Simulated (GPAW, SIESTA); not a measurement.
Given: the input of a run of GPAW 26.7.0 on LiCl. 

run.py

```python
from ase.io import read
from gpaw import PW
from gpaw.dft import DFT

atoms = read('LiCl.xyz')

dft = DFT(atoms,
          mode=PW(800),
          xc='PBE',
          kpts={'size': (9, 9, 9), 'gamma': True},
          occupations={'name': 'fermi-dirac', 'width': 0.05},
          nbands=11,
          convergence={'density': 1e-05, 'energy': 1e-05},
          maxiter=150,
          txt='gpaw.txt')
print(f'Energy: {dft.calculate_energy():.6f} eV')
print('Forces (eV/A):')
print(dft.calculate_forces().round(4))
print('Stress (eV/A^3):', dft.calculate_stress().round(6))
dft.write_gpw_file('gs.gpw')
```

The input LiCl.xyz:

```xyz
2
Lattice="0.0000000000 2.5647700000 2.5647700000 2.5647700000 0.0000000000 2.5647700000 2.5647700000 2.5647700000 0.0000000000" Properties=species:S:1:pos:R:3 pbc="T T T"
Cl     2.5647700000      2.5647700000      2.5647700000
Li     0.0000000000      0.0000000000      0.0000000000
```

Potentials or basis: GPAW PAW data sets (gpaw-data 1.2.1), pw.

Launch:

```console
$ OMP_NUM_THREADS=1 python run.py
```

Question: Set up the same calculation for SIESTA 5.4.2 (ASE script). Potentials or basis there: files PseudoDojo sr-pbe-0.4.1-standard, DZP (energy shift 0.003 Ry; two zetas on semicore shells).

Answer: As run (cutoffs and basis follow the program's own potentials, and thresholds, step limits or extra output files can differ):

File run.py:

```python
from ase.io import read
from ase.calculators.siesta import Siesta
from ase.units import Ry, GPa

atoms = read("POSCAR")

fdf = {
    'SCFMustConverge': False,
    'OccupationFunction': 'FD',
    'ElectronicTemperature': '0.05 eV',
    'MaxSCFIterations': '120',
    'SCF.Mixer.Method': 'Pulay',
    'SCF.Mixer.Weight': '0.25',
    'SCF.Mixer.History': '8',
    'SCF.DM.Tolerance': '5.0e-05',
    'SCF.H.Tolerance': '1.0e-03 eV',
    'WriteForces': 'true',
    'Charge.Mulliken': 'end',
    'PAO.PolarizationScheme': ['Li.2 non-perturbative'],
    'PAO.Basis': ['Li.2 3', 'n=1 0 2', '  2.782 0.000', 'n=2 0 2', '  9.500 0.000', 'n=2 1 1', '  9.500'],
}
calc = Siesta(
    label="LiCl",
    command="siesta < PREFIX.fdf > PREFIX.out",
    pseudo_path="pseudos",
    pseudo_qualifier="",
    xc=('GGA', 'PBE'),
    basis_set="DZP",
    mesh_cutoff=800 * Ry,
    energy_shift=0.003 * Ry,
    kpts=[9, 9, 9],
    spin="non-polarized",
    fdf_arguments=fdf,
)
atoms.calc = calc

print(f"energy = {atoms.get_potential_energy():.6f} eV")
free = atoms.get_potential_energy(force_consistent=True)
print(f"free energy = {free:.6f} eV")
print("forces (eV/A):")
print(atoms.get_forces(apply_constraint=False).round(6))
print("stress (GPa, Voigt order, tension positive):", (atoms.get_stress() / GPa).round(4))
```

Contents of POSCAR:

```
LiCl
1.0
    0.0000000000      2.5647700000      2.5647700000
    2.5647700000      0.0000000000      2.5647700000
    2.5647700000      2.5647700000      0.0000000000
Cl Li
1 1
Direct
    0.5000000000      0.5000000000      0.5000000000
    0.0000000000      0.0000000000      0.0000000000
```

Potentials or basis: PseudoDojo 0.4 standard (PBE files), converted to PSML, two zetas on semicore shells, DZP (energy shift 0.003 Ry; two zetas on semicore shells).

Run with:

```sh
$ python run.py
```

Both were run:

|  | GPAW | SIESTA |
| --- | --- | --- |
| Pressure | 0.5 GPa | 0.7 GPa |

The potentials hold 8 and 10 valence electrons a cell.

The two runs disagree by more than potentials and bases usually give (in gap, levels, pressure or energy); the cause wasn't traced.

Pressure is positive in compression.
